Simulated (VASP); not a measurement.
# GeSe (Pnma) in VASP: notebook

One crystal, GeSe, is run at these levels: PBE+D3(BJ); tasks: relaxation of cell and atoms.

Program: VASP 6.6.1. These are calculated values, not measurements. Logs are shortened: lines on timing, memory, paths and dates and some standing lists are left out, and cuts for length are marked.

## (1) The structure

The structure is orthorhombic, space group Pnma (No. 62). Conventional cell: a = 10.790 Å, b = 3.820 Å, c = 4.380 Å, α = 90.00°, β = 90.00°, γ = 90.00°. Ge (site symmetry m) has 3 Se at 2.54 to 2.58 Å as nearest neighbours. Se (site symmetry m) is surrounded by 3 Ge at 2.54 to 2.58 Å.

## (2) Relaxation of cell and atoms, PBE+D3(BJ)

Contents of INCAR:

```
SYSTEM = GeSe
ALGO = Normal
EDIFF = 1E-6
EDIFFG = -0.01
ENCUT = 600
GGA = PE
IBRION = 2
ISIF = 3
ISMEAR = 0
IVDW = 12
KPAR = 4
LASPH = .TRUE.
LCHARG = .FALSE.
LREAL = .FALSE.
LWAVE = .FALSE.
NELM = 80
NSW = 90
PREC = Accurate
SIGMA = 0.03
```

Contents of KPOINTS:

```
k-points
0
G
  4 8 6
  0 0 0
```

Contents of POSCAR:

```
GeSe
1.0
   10.7900000000      0.0000000000      0.0000000000
    0.0000000000      3.8200000000      0.0000000000
    0.0000000000      0.0000000000      4.3800000000
Ge Se
4 4
Direct
    0.1210000000      0.7500000000      0.8940000000
    0.6210000000      0.7500000000      0.6060000000
    0.3790000000      0.2500000000      0.3940000000
    0.8790000000      0.2500000000      0.1060000000
    0.8520000000      0.7500000000      0.4970000000
    0.3520000000      0.7500000000      0.0030000000
    0.6480000000      0.2500000000      0.9970000000
    0.1480000000      0.2500000000      0.5030000000
```

Potentials or basis: VASP PAW PBE potentials, release 64 (Ge_d, Se).

On the command line:

```sh
$ cat potpaw_PBE.64/Ge_d/POTCAR potpaw_PBE.64/Se/POTCAR > POTCAR
$ mpirun -np 4 vasp_std > vasp.out
```

OUTCAR:

```text
SYSTEM = GeSe
   EDIFF = 1E-6
   EDIFFG = -0.01
   ENCUT = 600
   GGA = PE
   IBRION = 2
   ISIF = 3
   ISMEAR = 0
   IVDW = 12
   LASPH = .TRUE.
   LREAL = .FALSE.
   NELM = 80
   NSW = 90
   PREC = Accurate
 IVDW          = 12

 ion  position               nearest neighbor table
   1  0.121  0.750  0.894-   6 2.54   8 2.58   8 2.58
   2  0.621  0.750  0.606-   5 2.54   7 2.58   7 2.58
   3  0.379  0.250  0.394-   8 2.54   6 2.58   6 2.58
   4  0.879  0.250  0.106-   7 2.54   5 2.58   5 2.58
   5  0.852  0.750  0.497-   2 2.54   4 2.58   4 2.58
   6  0.352  0.750  0.003-   1 2.54   3 2.58   3 2.58
   7  0.648  0.250  0.997-   4 2.54   2 2.58   2 2.58
   8  0.148  0.250  0.503-   3 2.54   1 2.58   1 2.58

  LATTYP: Found a simple orthorhombic cell.
 ALAT       =     3.8200000000
 B/A-ratio  =     1.1465968586
 C/A-ratio  =     2.8246073298

  Lattice vectors:

 A1 = (   0.0000000000,   3.8200000000,   0.0000000000)
 A2 = (   0.0000000000,   0.0000000000,   4.3800000000)
 A3 = (  10.7900000000,   0.0000000000,   0.0000000000)

Analysis of symmetry for initial positions (statically):
=====================================================================
 Subroutine PRICEL returns:
 Original cell was already a primitive cell.

 Routine SETGRP: Setting up the symmetry group for a
 simple orthorhombic supercell.

 Subroutine GETGRP returns: Found  8 space group operations
 (whereof  2 operations were pure point group operations)
 out of a pool of  8 trial point group operations.

The static configuration has the point symmetry S_2 .
 The point group associated with its full space group is D_2h.

Analysis of symmetry for dynamics (positions and initial velocities):
=====================================================================
 Subroutine PRICEL returns:
 Original cell was already a primitive cell.

 Routine SETGRP: Setting up the symmetry group for a
 simple orthorhombic supercell.

 Subroutine GETGRP returns: Found  8 space group operations
 (whereof  2 operations were pure point group operations)
 out of a pool of  8 trial point group operations.

The dynamic configuration has the point symmetry S_2 .
 The point group associated with its full space group is D_2h.

 Subroutine INISYM returns: Found  8 space group operations
 (whereof  2 operations are pure point group operations),
 and found     1 'primitive' translations

----------------------------------------------------------------------------------------

                                     Primitive cell

  volume of cell :     180.5340

  direct lattice vectors                    reciprocal lattice vectors
    10.790000000  0.000000000  0.000000000     0.092678406  0.000000000  0.000000000
     0.000000000  3.820000000  0.000000000     0.000000000  0.261780105  0.000000000
     0.000000000  0.000000000  4.380000000     0.000000000  0.000000000  0.228310502

  length of vectors
    10.790000000  3.820000000  4.380000000     0.092678406  0.261780105  0.228310502

  position of ions in fractional coordinates (direct lattice)
     0.121000000  0.750000000  0.894000000
     0.621000000  0.750000000  0.606000000
     0.379000000  0.250000000  0.394000000
     0.879000000  0.250000000  0.106000000
     0.852000000  0.750000000  0.497000000
     0.352000000  0.750000000  0.003000000
     0.648000000  0.250000000  0.997000000
     0.148000000  0.250000000  0.503000000

  ion indices of the primitive-cell ions
   primitive index   ion index
                 1           1
                 2           2
                 3           3
                 4           4
                 5           5
                 6           6
                 7           7
                 8           8

----------------------------------------------------------------------------------------

 KPOINTS: k-points

Automatic generation of k-mesh.
 Grid dimensions read from file:
 generate k-points for:    4    8    6

 Generating k-lattice:

  Cartesian coordinates                     Fractional coordinates (reciprocal lattice)
     0.023169601  0.000000000  0.000000000     0.250000000  0.000000000  0.000000000
     0.000000000  0.032722513  0.000000000     0.000000000  0.125000000  0.000000000
     0.000000000  0.000000000  0.038051750     0.000000000  0.000000000  0.166666667

  Length of vectors
     0.023169601  0.032722513  0.038051750

  Shift w.r.t. Gamma in fractional coordinates (k-lattice)
     0.000000000  0.000000000  0.000000000

 Subroutine IBZKPT returns following result:
 ===========================================

 Found     60 irreducible k-points:

 Following reciprocal coordinates:
            Coordinates               Weight
  0.000000  0.000000  0.000000      1.000000
  0.250000  0.000000  0.000000      2.000000
  0.500000  0.000000  0.000000      1.000000
  0.000000  0.125000  0.000000      2.000000
  0.250000  0.125000  0.000000      4.000000
  0.500000  0.125000  0.000000      2.000000
[... 16 lines left out ...]
  0.250000  0.250000  0.166667      8.000000
  0.500000  0.250000  0.166667      4.000000
 [... further k-points ...]
   k-points           NKPTS =     60   k-points in BZ     NKDIM =     60   number of bands    NBANDS=     48
   number of dos      NEDOS =    301   number of ions     NIONS =      8
   total plane-waves  NPLWV = 103680
   dimension x,y,z NGX =    90 NGY =   32 NGZ =   36
   dimension x,y,z NGXF=   180 NGYF=   64 NGZF=   72
   ions per type =               4   4
   NGX,Y,Z   is equivalent  to a cutoff of  13.87, 13.93, 13.66 a.u.
   NGXF,Y,Z  is equivalent  to a cutoff of  27.73, 27.85, 27.33 a.u.
 SYSTEM =  GeSe
   PREC   = accura    normal or accurate (medium, high low for compatibility)
   ISTART =      0    job   : 0-new  1-cont  2-samecut
   ICHARG =      2    charge: 1-file 2-atom 10-const
   ISPIN  =      1    spin polarized calculation?
   LNONCOLLINEAR =      F non collinear calculations
   LSORBIT =      F    spin-orbit coupling
   LASPH  =      T    aspherical Exc in radial PAW
   ENCUT  =  600.0 eV  44.10 Ry    6.64 a.u.  21.55  7.63  8.75*2*pi/ulx,y,z
   NELM   =     80;   NELMIN=  2; NELMDL= -5     # of ELM steps
   EDIFF  = 0.1E-05   stopping-criterion for ELM
   LREAL  =      F    real-space projection
   EDIFFG = -.1E-01   stopping-criterion for IOM
   NSW    =     90    number of steps for IOM
   IBRION =      2    ionic relax: 0-MD 1-quasi-New 2-CG
   NFREE  =      1    steps in history (QN), initial steepest desc. (CG)
   ISIF   =      3    stress and relaxation
   ISYM   =      2    0-nonsym 1-usesym 2-fastsym
   POTIM  = 0.5000    time-step for ionic-motion
   TEBEG  =    0.0;   TEEND  =   0.0 temperature during run
   PSTRESS=    0.0 pullay stress
   NELECT =      80.0000    total number of electrons
   NUPDOWN=      -1.0000    fix difference up-down
   EMIN   =  10.00;   EMAX   =-10.00  energy-range for DOS
   EFERMI =   0.00;   METHOD = LEGACY
   ISMEAR =     0;   SIGMA  =   0.03  broadening in eV -4-tet -1-fermi 0-gaus
   EFERMI_NEDOS =   21; number of points for ismear=-14 and -15
   IALGO  =     38    algorithm
   IMIX   =      4    mixing-type and parameters
     AMIX     =   0.40;   BMIX     =  1.00
     AMIX_MAG =   1.60;   BMIX_MAG =  1.00
  volume/ion in A,a.u.               =      22.57       152.29
  Fermi-wavevector in a.u.,A,eV,Ry     =   1.248107  2.358580 21.194766  1.557771
  Thomas-Fermi vector in A             =   2.382209
   LORBIT       =      0    0 simple, 1 ext, 2 COOP (PROOUT), +10 PAW based schemes
   GGA     = PE    functional components
   LHFCALC =     F    Hartree Fock is set to
   AEXX    =    0.0000 exact exchange contribution
   IVDW    =    12    specifies the selected vdW correction
   LEPSILON=     F    determine dielectric tensor
   LRPA    =     F    only Hartree local field effects (RPA)
 conjugate gradient relaxation of ions
 non-spin polarized calculation
 Gauss-broadening in eV      SIGMA  =   0.03
  energy-cutoff  :      600.00
  volume of cell :      180.53
 maximum number of plane-waves:      6072
 NGX is ok and might be reduce to    90
   NGX = 43   NGY = 15   NGZ = 17

--------------------------------------- Ionic step        1  -------------------------------------------

 number of electron      79.9999967 magnetization

 Free energy of the ion-electron system (eV)
  ---------------------------------------------------
  ext. energy  EPLUGINS =         0.00000000
  ---------------------------------------------------
  free energy    TOTEN  =       -33.75114120 eV

  energy without entropy =      -33.75114120  energy(sigma->0) =      -33.75114120

 E-fermi :   4.7477     XC(G=0): -10.0202

 val. band max:        4.5474094281   @ k =   0.0000   0.0000   0.3333
 cond. band min:       5.1774906956   @ k =   0.0000   0.0000   0.0000
 fundamental gap:      0.6300812675
 Fermi energy:         4.7477210363

 k-point     1 :       0.0000    0.0000    0.0000
  band No.  band energies     occupation
      1     -20.0323      2.00000
      2     -20.0297      2.00000
      3     -20.0289      2.00000
      4     -20.0276      2.00000
      5     -20.0273      2.00000
      6     -20.0270      2.00000
[... 1213 lines left out ...]
     47       8.1544      0.00000
     48       8.1544      0.00000

 [... further k-points ...]

------------------------ aborting loop because EDIFF is reached ----------------------------------------

 Edisp (eV)   -2.87332

 E8    (eV) :    -1.2329
[... 123 lines left out ...]
  FREE ENERGIE OF THE ION-ELECTRON SYSTEM (eV)
  ---------------------------------------------------
  free  energy   TOTEN  =       -36.7085586645 eV

  energy  without entropy=      -36.7085586644  energy(sigma->0) =      -36.70855866

[... ionic steps 4 to 22 ...]

--------------------------------------- Ionic step       23  -------------------------------------------

 number of electron      80.0000055 magnetization

------------------------ aborting loop because EDIFF is reached ----------------------------------------
[... 87 lines left out ...]
--------------------------------------- Ionic step       25  -------------------------------------------

 number of electron      80.0000057 magnetization

 Free energy of the ion-electron system (eV)
  ---------------------------------------------------
  ext. energy  EPLUGINS =         0.00000000
  ---------------------------------------------------
  free energy    TOTEN  =       -33.85471756 eV

  energy without entropy =      -33.85471756  energy(sigma->0) =      -33.85471756

 E-fermi :   4.3102     XC(G=0):  -9.8241

 val. band max:        4.1250929426   @ k =   0.0000   0.0000   0.3333
 cond. band min:       4.8364699713   @ k =   0.0000   0.0000   0.0000
 fundamental gap:      0.7113770288
 Fermi energy:         4.3101737319

 k-point     1 :       0.0000    0.0000    0.0000
  band No.  band energies     occupation
      1     -20.4424      2.00000
      2     -20.4405      2.00000
      3     -20.4397      2.00000
      4     -20.4385      2.00000
      5     -20.4383      2.00000
      6     -20.4382      2.00000
[... 1213 lines left out ...]
     47       7.6764      0.00000
     48       7.6764      0.00000

 [... further k-points ...]

------------------------ aborting loop because EDIFF is reached ----------------------------------------

 Edisp (eV)   -2.86352

 E8    (eV) :    -1.2307
[... 31 lines left out ...]
  FREE ENERGIE OF THE ION-ELECTRON SYSTEM (eV)
  ---------------------------------------------------
  free  energy   TOTEN  =       -36.7182414823 eV

  energy  without entropy=      -36.7182414823  energy(sigma->0) =      -36.71824148

 reached required accuracy - stopping structural energy minimisation
```

It took 51 min on 4 MPI ranks of AMD EPYC 7R13 (Zen 3), shared host; peak memory 0.66 GiB.

What came out:

| Item | Value |
| --- | --- |
| Free energy | -36.7182 eV |
| Relaxed volume | 23.52 Å³/atom |
| Relaxed cell | a = 10.960 Å, b = 3.882 Å, c = 4.423 Å, α = 90.00°, β = 90.00°, γ = 90.00° |
| Space group after relaxing (to 0.05 Å) | Pnma (No. 62) |
| Energy gained by relaxing | 11.7 meV/atom |
| Ionic steps | 25 |
| Pressure after relaxing | 0.0 GPa |
| Largest force after relaxing | 0.010 eV/Å |
| Band gap on the k mesh | 0.71 eV, indirect (least direct gap 0.89 eV) |
| Dispersion energy per atom | -0.358 eV |

Forces in eV/Å, atoms in the order of the input:
```
Ge   0.007  0.000 -0.007
Ge   0.007  0.000  0.007
Ge  -0.007  0.000 -0.007
Ge  -0.007  0.000  0.007
Se   0.005  0.000  0.007
Se   0.005  0.000 -0.007
Se  -0.005  0.000  0.007
Se  -0.005  0.000 -0.007
```

Step by step:
```tsv
step	energy change (eV)	largest force (eV/Å)	pressure (GPa)	volume (Å³)
1	0.0000	0.2543	3.31	180.53
2	-0.0416	0.2877	-2.39	193.00
3	-0.0841	0.1310	-0.08	187.88
4	-0.0841	0.1262	-0.02	187.73
5	-0.0878	0.0880	0.00	187.88
6	-0.0900	0.0458	0.02	188.07
7	-0.0901	0.0431	0.06	188.10
8	-0.0912	0.0347	-0.05	188.44
9	-0.0912	0.0360	-0.21	188.86
10	-0.0914	0.0347	-0.19	188.67
11	-0.0920	0.0429	0.00	188.33
12	-0.0921	0.0472	0.14	188.14
13	-0.0926	0.0377	0.09	188.16
14	-0.0932	0.0185	0.04	188.20
15	-0.0934	0.0170	-0.06	188.33
16	-0.0934	0.0168	-0.04	188.37
17	-0.0934	0.0168	-0.09	188.43
18	-0.0935	0.0168	-0.04	188.34
19	-0.0936	0.0184	0.02	188.17
20	-0.0936	0.0183	0.11	188.14
21	-0.0936	0.0183	-0.02	188.16
22	-0.0936	0.0183	0.06	188.15
23	-0.0937	0.0132	0.01	188.18
24	-0.0937	0.0124	-0.01	188.22
25	-0.0938	0.0096	0.01	188.18
```

Final structure:
```
Ge Se
1.0
    10.95973    0.00000    0.00000
     0.00000    3.88180    0.00000
     0.00000    0.00000    4.42316
Ge Se
4 4
Direct
  0.12293 0.75000 0.89010
  0.62293 0.75000 0.60990
  0.37707 0.25000 0.39010
  0.87707 0.25000 0.10990
  0.85450 0.75000 0.49865
  0.35450 0.75000 0.00135
  0.64550 0.25000 0.99865
  0.14550 0.25000 0.50135
```

## (3) Relaxation of cell and atoms, PBE+D3(BJ)

This run uses another cell than the first one, of 23.52 Å³/atom, 1.042 times its volume.

INCAR: that of step 2 with these lines changed.

```diff
@@ -2,4 +2,4 @@
 ALGO = Normal
-EDIFF = 1E-6
-EDIFFG = -0.01
+EDIFF = 1E-7
+EDIFFG = -0.005
 ENCUT = 600
```

KPOINTS is that of step 2.

Contents of POSCAR:

```
GeSe                                    
1.0
   10.9597323225      0.0000000000      0.0000000000
    0.0000000000      3.8818035468     -0.0000000000
    0.0000000000     -0.0000000000      4.4231592287
  Ge              Se            
     4     4
Direct
     0.1229308139775437    0.7500000000000000    0.8900955579271620
     0.6229308139775439    0.7500000000000000    0.6099044420728380
     0.3770691860224564    0.2500000000000000    0.3900955579271618
     0.8770691860224561    0.2500000000000000    0.1099044420728382
     0.8545027483271548    0.7500000000000000    0.4986494641002660
     0.3545027483271548    0.7500000000000000    0.0013505358997341
     0.6454972516728452    0.2500000000000000    0.9986494641002660
     0.1454972516728451    0.2500000000000000    0.5013505358997340
```

Potentials or basis: VASP PAW PBE potentials, release 64 (Ge_d, Se).

On the command line:

```sh
$ cat potpaw_PBE.64/Ge_d/POTCAR potpaw_PBE.64/Se/POTCAR > POTCAR
$ mpirun -np 4 vasp_std > vasp.out
```

It took 38 min on 4 MPI ranks of AMD EPYC 7R13 (Zen 3), shared host; peak memory 0.68 GiB.

It converged, with:

```
Free energy                            : -36.7192 eV
Relaxed volume                         : 23.53 Å³/atom
Relaxed cell                           : a = 10.966 Å, b = 3.883 Å, c = 4.420 Å, α = 90.00°, β = 90.00°, γ = 90.00°
Space group after relaxing (to 0.05 Å) : Pnma (No. 62)
Energy gained by relaxing              : 0.1 meV/atom
Ionic steps                            : 20
Pressure after relaxing                : 0.0 GPa
Largest force after relaxing           : 0.004 eV/Å
Band gap on the k mesh                 : 0.71 eV, indirect (least direct gap 0.92 eV)
Dispersion energy per atom             : -0.358 eV
```

Forces in eV/Å, atoms in the order of the input:
```
Ge  -0.004  0.000  0.001
Ge  -0.004  0.000 -0.001
Ge   0.004  0.000  0.001
Ge   0.004  0.000 -0.001
Se  -0.001  0.000  0.003
Se  -0.001  0.000 -0.003
Se   0.001  0.000  0.003
Se   0.001  0.000 -0.003
```

Step by step:
| step | energy change (eV) | largest force (eV/Å) | pressure (GPa) | volume (Å³) |
| --- | --- | --- | --- | --- |
| 1 | 0.0000 | 0.0099 | 0.00 | 188.18 |
| 2 | 0.0000 | 0.0092 | 0.01 | 188.17 |
| 3 | -0.0001 | 0.0098 | 0.02 | 188.16 |
| 4 | -0.0001 | 0.0119 | 0.04 | 188.12 |
| 5 | -0.0002 | 0.0111 | 0.03 | 188.13 |
| 6 | -0.0002 | 0.0102 | 0.02 | 188.15 |
| 7 | -0.0002 | 0.0076 | 0.01 | 188.20 |
| 8 | -0.0003 | 0.0051 | -0.04 | 188.29 |
| 9 | -0.0003 | 0.0057 | -0.06 | 188.33 |
| 10 | -0.0003 | 0.0082 | -0.03 | 188.27 |
| 11 | -0.0003 | 0.0117 | 0.01 | 188.18 |
| 12 | -0.0004 | 0.0107 | 0.02 | 188.18 |
| 13 | -0.0004 | 0.0081 | 0.01 | 188.18 |
| 14 | -0.0004 | 0.0062 | 0.01 | 188.16 |
| 15 | -0.0004 | 0.0061 | -0.02 | 188.22 |
| 16 | -0.0004 | 0.0063 | -0.02 | 188.23 |
| 17 | -0.0005 | 0.0060 | 0.02 | 188.16 |
| 18 | -0.0005 | 0.0057 | 0.01 | 188.18 |
| 19 | -0.0005 | 0.0057 | 0.02 | 188.17 |
| 20 | -0.0005 | 0.0039 | 0.00 | 188.20 |

Final structure:
```
Ge Se
1.0
    10.96643    0.00000    0.00000
     0.00000    3.88311    0.00000
     0.00000    0.00000    4.41961
Ge Se
4 4
Direct
  0.12337 0.75000 0.88739
  0.62337 0.75000 0.61261
  0.37663 0.25000 0.38739
  0.87663 0.25000 0.11261
  0.85487 0.75000 0.50189
  0.35487 0.75000 0.99811
  0.64513 0.25000 0.00189
  0.14513 0.25000 0.49811
```

Levels at points of the mesh, in eV from the valence-band top:
```tsv
k point	band 38	band 39	band 40	band 41	band 42	band 43
(0.00, 0.00, 0.00)	-1.09	-0.84	-0.21	0.71	2.65	2.68
(0.50, 0.00, 0.00)	-1.69	-0.46	-0.46	2.37	2.37	2.41
(0.00, 0.50, 0.00)	-1.38	-1.17	-1.17	1.11	1.11	1.21
(0.50, 0.50, 0.00)	-1.50	-1.50	-1.50	1.48	1.48	1.48
(0.00, 0.00, 0.50)	-0.96	-0.39	-0.39	1.22	1.22	1.92
(0.50, 0.00, 0.50)	-0.58	-0.53	-0.53	1.26	1.26	1.91
(0.00, 0.50, 0.50)	-2.18	-1.50	-1.50	2.84	2.84	3.25
(0.50, 0.50, 0.50)	-1.48	-1.48	-1.48	2.57	2.57	2.57
```

(Continued in part 2 of 2.)
